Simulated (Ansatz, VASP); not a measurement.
# HC2F (H-CC-F chair bilayer, AA) in two plane-wave programs

One calculation is typed for both programs; each brings its own data sets. How far apart do they land? The structure shown is the start of the Ansatz relaxation below; VASP solves that cell, so the two are compared at the walk's first step.

Method: plane waves, with VASP 6.6.1 beside it; single point at PBEsol with D3(BJ), in Ansatz 0.2.0.

**1. Set-up**

The cell holds 8 atoms: 2 F, 4 C and 2 H. Cell: a = 2.508 Å, b = 2.508 Å, c = 47.613 Å, α = 90.0°, β = 90.0°, γ = 120.0°. Vacuum lies along c.

**2. Ansatz: relaxation, PBEsol with D3(BJ)**

Ansatz runs on its default PAW (the set named soft_2) files.

The two programs are compared at the cell with which this relaxation starts, whose forces are those of its first step.

Input file input.yaml:

```yaml
crystal:
  lattice:
    - [2.508, 0.0, 0.0]
    - [-1.254, 2.1719917127, 0.0]
    - [0.0, 0.0, 47.6133333323]
  atoms:
    - { symbol: F, position: [0.6666666667, 0.3333333333, 0.412699524] }
    - { symbol: C, position: [0.6666666667, 0.3333333333, 0.440632876] }
    - { symbol: C, position: [0.3333333333, 0.6666666667, 0.4512741529] }
    - { symbol: H, position: [0.3333333333, 0.6666666667, 0.4737468496] }
    - { symbol: F, position: [0.6666666667, 0.3333333333, 0.5262531504] }
    - { symbol: C, position: [0.6666666667, 0.3333333333, 0.5541865024] }
    - { symbol: C, position: [0.3333333333, 0.6666666667, 0.5648277793] }
    - { symbol: H, position: [0.3333333333, 0.6666666667, 0.587300476] }
  periodic: [true, true, false]
kpoints:
  mp_grid: { grid: [18, 18, 1] }
hamiltonian:
  xc: pbesol
  dispersion: d3bj
scf:
  occupations: { method: fermi_dirac, width: 0.05 }
  convergence: { dr2_threshold: 1.0e-09 }
relax:
  f_tol: 0.004
  max_steps: 90
  cell: {}
output:
  write_potential: true
  write_density: true
  volumetric_format: npy
```

On the command line:

```bash
$ ansatz run input.yaml --threads 4 --pin off --max-ram 6144MiB --backend cpu --events-out ev --progress --plain --runs-dir out
```

Numbers of over 12 decimals in the logs are rounded to 6 here.

Log:

```text
Warning: relax.cell: scf.convergence.dr2_threshold = 1e-9 eV is looser than the 2.38536688879e-10 eV advised for a relaxation that steers and ends on the stress (1e-10 eV for each atom of the cell: 8, times the square of relax.cell.stress_2d_tol = 0.05 N/m over 18.3 Å (the atoms' height at the walk's start and 5 Å past either face), 2.730e-2 GPa, over a crystal's default 0.05). What an SCF threshold leaves in a stress goes as its square root, and in the free energy as the threshold itself, and one threshold admits the most on a small cell: [figures from the program's tests cut] Set scf.convergence.dr2_threshold to 2.38536688879e-10 eV or tighter. [rest of the remark cut]
Engine: ansatz 0.2.0, aarch64-unknown-linux-gnu
Pseudopotentials: kind: paw
Pseudopotential: F, paw, valence charge 7, recommended cutoff 420 eV (normal), F.paw.azcp
Pseudopotential: C, paw, valence charge 4, recommended cutoff 420 eV (normal), C.paw.azcp
Pseudopotential: H, paw, valence charge 1, recommended cutoff 420 eV (normal), H.paw.azcp
Functional definition: PBEsol
  exchange = pbesol_x
  correlation = pbesol_c
Crystal: 8 atoms, lattice volume = 259.367 Å³
Basis set: ecut = 420 eV, 5061 PW (Γ), exchange–correlation on 36×36×640 points (8 copies of the dense FFT grid, shifted against one another)
Bands: 24, of which v1, the nominal top of the filled ones, is band 16 counted from 1 (15 counted from 0)
Symmetry: 6 space group operations
Space group: P3m1 (ITA 156), of the structure as read, at distance tolerance 6.4e-5 Å
k-points: 37 of 324 (time reversal used)
Non-local potential: F, projectors of the file, l = 0: 2, l = 1: 2, l = 2: 1
Non-local potential: C, projectors of the file, l = 0: 2, l = 1: 2, l = 2: 1
Non-local potential: H, projectors of the file, l = 0: 2, l = 1: 1
PAW form: soft (Blöchl's): semilocal exchange-correlation on the pseudo side does not see the compensation charge
PAW frozen core: F, regenerated for the run's functional, and the local potential with it (the file was generated under x = pbe(κ = 0.804, μ = 0.219515), c = pbe(β = 0.066725))
PAW frozen core: C, regenerated for the run's functional, and the local potential with it (the file was generated under x = pbe(κ = 0.804, μ = 0.219515), c = pbe(β = 0.066725))
PAW one-centre angular grid: F, 110 points (default); XC on 64 Gauss nodes
PAW one-centre angular grid: C, 110 points (default); XC on 64 Gauss nodes
PAW one-centre angular grid: H, 110 points (default); XC on 64 Gauss nodes
Initial density: superposition of atomic densities (neutral atoms: chi_scale 0, normalization atom), corrected by the library's trained network
Initial wavefunctions: pseudopotential atomic-orbital guess
Functional: x = pbesol(κ = 0.804, μ = 0.123457), c = pbesol(β = 0.046)
SCF iter   1: F=—  HF=-2617.839519 eV  |F-HF|=—  |Δ(HF+E_count)|=         —  Δρ=4.53e-3  dr2=3.67e-1  ethr=1.77e-3  ⟨swp⟩=13.5  Hψ=7836  notcnv=0  defer=26
preconditioner: auto → Resta (q_TF=auto, 1.925 Å⁻¹)  ε∞=1.6  [insulator: Δε(μ)=1.987 eV  Ē_g=17.180 eV  σ=0.050 eV  W_gap=1.00  n_scr=28 (ndim 8)  ℏωp=13.0 eV  f_vac=0.768  D(μ)=0.00/eV (n_scr^D=0)  ε∞_Penn≈1.6  vacuum switching on, ρ_ref=2.1e-2 e/Å³]
SCF iter   2: F=—  HF=-2617.950823 eV  |F-HF|=—  |Δ(HF+E_count)|=   1.11e-1  Δρ=1.03e-2  dr2=7.94e0  ethr=1.15e-3  ⟨swp⟩=4.3  Hψ=1873  notcnv=0  defer=99  recentre
preconditioner: auto → LDOS  [metal: Δε(μ)=0.010 eV  Ē_g=14.437 eV  σ=0.050 eV  W_gap=0.05  n_scr=28 (ndim 8)  ℏωp=12.6 eV  f_vac=0.770  D(μ)=1.02/eV (n_scr^D=12)  β→1.0]
SCF iter   3: F=—  HF=-2617.817764 eV  |F-HF|=—  |Δ(HF+E_count)|=   1.33e-1  Δρ=3.37e-3  dr2=2.96e-1  ethr=1.15e-3  ⟨swp⟩=3.6  Hψ=1805  notcnv=0  defer=64
SCF iter   4: F=—  HF=-2617.779361 eV  |F-HF|=—  |Δ(HF+E_count)|=   3.84e-2  Δρ=2.52e-3  dr2=1.80e-1  ethr=9.24e-4  ⟨swp⟩=2.4  Hψ=1366  notcnv=0  defer=92
SCF iter   5: F=—  HF=-2617.743369 eV  |F-HF|=—  |Δ(HF+E_count)|=   3.60e-2  Δρ=5.68e-4  dr2=4.50e-3  ethr=5.63e-4  ⟨swp⟩=4.6  Hψ=1581  notcnv=0  defer=105
SCF iter   6: F=—  HF=-2617.744950 eV  |F-HF|=—  |Δ(HF+E_count)|=   1.58e-3  Δρ=6.01e-4  dr2=3.23e-2  ethr=1.41e-5  ⟨swp⟩=3.9  Hψ=2401  notcnv=0  defer=107
SCF iter   7: F=—  HF=-2617.745581 eV  |F-HF|=—  |Δ(HF+E_count)|=   6.30e-4  Δρ=5.75e-4  dr2=3.87e-2  ethr=1.41e-5  ⟨swp⟩=3.2  Hψ=1482  notcnv=0  defer=106
[...]
SCF 9 converged in 9 iterations: F = -2617.905259 eV  dr2 = 5.11e-10
relax step   9: F+E_penalty+E_count = -2617.90525886 eV  Δ(F+E_penalty+E_count) = +4.376e-4 eV  max|allowed force component| = 2.107e-3 eV/Å  Δτ_max = 0.0008 Å  P = +0.023 N/m  Ω = 267.120 Å³  energy of the carried Pulay correction = -5.562e-4 eV  fix = [c, alpha, beta]  reactions: c +0.000 N/m  (9 SCF iters, accepted)
iter 1 solved again at ethr=3.07e-7 eV; its pass at ethr=3.10e-3 eV (dr2=9.81e-5 eV) is discarded
SCF iter   1: F=—  HF=-2617.905615 eV  |F-HF|=—  |Δ(HF+E_count)|=         —  Δρ=1.47e-5  dr2=1.78e-6  ethr=3.07e-7  ⟨swp⟩=5.5  Hψ=11543  notcnv=0
preconditioner: auto → LDOS  [metal: Δε(μ)=0.033 eV  Ē_g=14.934 eV  σ=0.050 eV  W_gap=0.16  n_scr=28 (ndim 8)  ℏωp=12.4 eV  f_vac=0.775  D(μ)=0.47/eV (n_scr^D=8)  β→1.0]
SCF iter   2: F=—  HF=-2617.905793 eV  |F-HF|=—  |Δ(HF+E_count)|=   1.78e-4  Δρ=4.74e-6  dr2=5.24e-7  ethr=5.57e-9  ⟨swp⟩=3.5  Hψ=2040  notcnv=0
SCF iter   3: F=—  HF=-2617.905790 eV  |F-HF|=—  |Δ(HF+E_count)|=   3.26e-6  Δρ=1.88e-6  dr2=1.75e-7  ethr=1.64e-9  ⟨swp⟩=1.2  Hψ=921  notcnv=0
SCF iter   4: F=—  HF=-2617.905792 eV  |F-HF|=—  |Δ(HF+E_count)|=   2.61e-6  Δρ=1.24e-6  dr2=1.03e-7  ethr=5.46e-10  ⟨swp⟩=1.4  Hψ=938  notcnv=0
SCF iter   5: F=—  HF=-2617.905793 eV  |F-HF|=—  |Δ(HF+E_count)|=   7.00e-7  Δρ=8.46e-7  dr2=2.29e-8  ethr=3.21e-10  ⟨swp⟩=1.5  Hψ=964  notcnv=0
SCF iter   6: F=—  HF=-2617.905793 eV  |F-HF|=—  |Δ(HF+E_count)|=   1.23e-7  Δρ=3.82e-7  dr2=7.66e-9  ethr=7.16e-11  ⟨swp⟩=1.9  Hψ=1084  notcnv=0
iter 7 met the thresholds in force, and the SCF goes on: an eigenvalue changes by 4.30 meV, over its tolerance of 1.31 meV (output.eigenvalues, Limitations)
SCF iter   7: F=-2617.905793 eV  HF=-2617.905793 eV  |F-HF|=1.04e-7  |Δ(HF+E_count)|=   1.66e-7  Δρ=1.50e-7  dr2=7.57e-10  ethr=3.13e-12  ⟨swp⟩=16.1  Hψ=7869  notcnv=0
SCF iter   8: F=-2617.905793 eV  HF=-2617.905793 eV  |F-HF|=2.91e-11  |Δ(HF+E_count)|=   1.05e-7  Δρ=4.88e-8  dr2=2.36e-11  ethr=2.37e-12  ⟨swp⟩=11.2  Hψ=6330  notcnv=0
SCF 10 converged in 8 iterations: F = -2617.905793 eV  dr2 = 2.36e-11
relax step  10: F+E_penalty+E_count = -2617.90579318 eV  Δ(F+E_penalty+E_count) = -5.343e-4 eV  max|allowed force component| = 2.208e-3 eV/Å  Δτ_max = 0.0000 Å  P = +0.032 N/m  Ω = 267.120 Å³  fix = [c, alpha, beta]  reactions: c +0.000 N/m  stress off target by 3.18e-2 N/m on what of the cell is left free  SCF on the basis re-selected at this cell (its energy is not comparable with the rows above)  (8 SCF iters)
basis re-selected at this cell: Δ(F+E_penalty+E_count) = -5.343e-4 eV, ΔP = +0.009 N/m vs the last step (what re-selecting the basis moved, of the pressure what is left beyond the Pulay correction that the steps carried, after the strain that the cell walked since its last selection, with what the two solves' SCF thresholds leave and, on support functions, any second-order correction that the steps lacked; it is no m [...]
WARN: The output density's exchange-correlation potential varies sharply where the density is thin. Do not read a vacuum level from v_tot or v_xc, or from such a field of the output density. On a cell that repeats whose density bears no net charge and no dipole along the vacuum's axis use v_es (v_loc + v_h of the components); under efield.dipole_correction with no amplitude use v_es + v_field, which holds any externa [...]
SCF converged after 8 iterations
an eigenvalue changed by more than its tolerance at an iteration that met the thresholds in force, so the SCF went on 1 time: the last check found none over its tolerance
Free energy (F): -2617.905793 eV
Harris-Foulkes:  -2617.905793 eV  (|F-HF|=2.91e-11)
Internal energy: -2617.902049 eV  (E = F + TS)
E sigma→0 (E₀):  -2617.903921 eV
Entropy (-TS):   -0.003745 eV (-0.468 meV/atom)
Fermi energy:    -5.080608 eV
--- Per-component energies (eV) ---
  E_band       = -493.062831
  E_kinetic    = 802.889142
  E_local      = -146107.523685  (includes V_loc(G=0)·N_el)
  E_nonlocal   = 257.742510
  E_hartree    = 72588.038874
  E_xc         = -365.364073
  E_vxc        = -462.663818  (∫ρ·V_xc dr)
  E_paw        = -769.322443  (= ΣΔE_a)
  E_vpaw       = -159.587323  (= ΣTr[D̂ρ^β])
  E_aug_tail   = 0.001380  (compensation charges beyond the density's cutoff)
  E_ewald      = 70975.845218
  E_disp       = -0.378258  (pairwise vdW)
  E_core_change = 0.169287  (= ΣΔE_core)
  E_smearing   = -0.003745  (= −TS)
  E_closure    = -0.000000  (closes the sum)
  Σ components = -2617.905793   (vs F -2617.905793, Δ=0.00e0)
--- Forces (eV/Å), atoms counted from 1 ---
  atom   1  F     -0.00000000    -0.00000000    -0.00140764
  atom   2  C      0.00000000     0.00000000    -0.00065858
  atom   3  C      0.00000000    -0.00000000     0.00220803
  atom   4  H      0.00000000     0.00000000    -0.00020675
  atom   5  F     -0.00000000    -0.00000000    -0.00132758
  atom   6  C      0.00000000     0.00000000     0.00153370
  atom   7  C      0.00000000    -0.00000000    -0.00046953
  atom   8  H     -0.00000000     0.00000000     0.00032986
  max |Σ_I F_I| component: 1.50e-6 eV/Å
--- 2D stress c σ (N/m, compression-positive) ---
        0.031791      -0.000000      -0.000000
       -0.000000       0.031791      -0.000000
       -0.000000      -0.000000       0.000000
  P = ½ c Tr σ = 0.0318 N/m
--- Band table (eV; the first three rows and the last of 37) ---
  k-point 0: bands = [... 12 lower, -8.2130, -8.2130, -5.2130, -4.9814, -4.9814, -3.5602, -2.9577, -2.2670, ... 4 higher]
  k-point 1: bands = [... 12 lower, -8.3267, -8.2743, -5.2395, -5.1136, -5.0796, -3.4583, -2.8568, -2.1631, ... 4 higher]
  k-point 2: bands = [... 12 lower, -8.5801, -8.4515, -5.8691, -5.3292, -4.8340, -3.1643, -2.5639, -1.8728, ... 4 higher]
  k-point 36: bands = [... 12 lower, -11.0380, -10.7282, -8.5779, -7.5489, -0.2143, 0.2862, 2.2482, 3.2225, ... 4 higher]
  the weakly bound empty levels are not read free of the cell's end (no_gap_told)
--- Relaxed structure (8 steps of the walk, 7 accepted, 2 SCFs on fresh bases) ---
  F+E_penalty+E_count = -2617.90579318 eV   max|allowed force component| = 2.208e-3 eV/Å   (the final SCF, on the basis selected at the relaxed cell)
  cell:  # Å, volume = 267.1204 Å³
    - [2.545212, 0.0, 0]
    - [-1.272606, 2.204218, 0]
    - [0, 0, 47.6133333323]
  atoms:
    - { symbol: F, position: [0.666667, 0.333333, 0.415245] }
    - { symbol: C, position: [0.666667, 0.333333, 0.443916] }
    - { symbol: C, position: [0.333333, 0.666667, 0.454004] }
    - { symbol: H, position: [0.333333, 0.666667, 0.477227] }
    - { symbol: F, position: [0.666667, 0.333333, 0.522699] }
    - { symbol: C, position: [0.666667, 0.333333, 0.551581] }
    - { symbol: C, position: [0.333333, 0.666667, 0.561465] }
    - { symbol: H, position: [0.333333, 0.666667, 0.584785] }
```

[end of part 1 of 2]

[Lines on the potential files, build, host, timing and source positions are cut from VASP's logs without a mark.]

[Logs are printed without paths, hosts, clocks, repeated set-up lines and the standing remarks that a program may print on its own settings, such as how far it seeks lower states.]

[Hosts, paths, dates, database ids (printed as entryN), source tags and the programs' standing remarks are cut or masked in the printed files.]
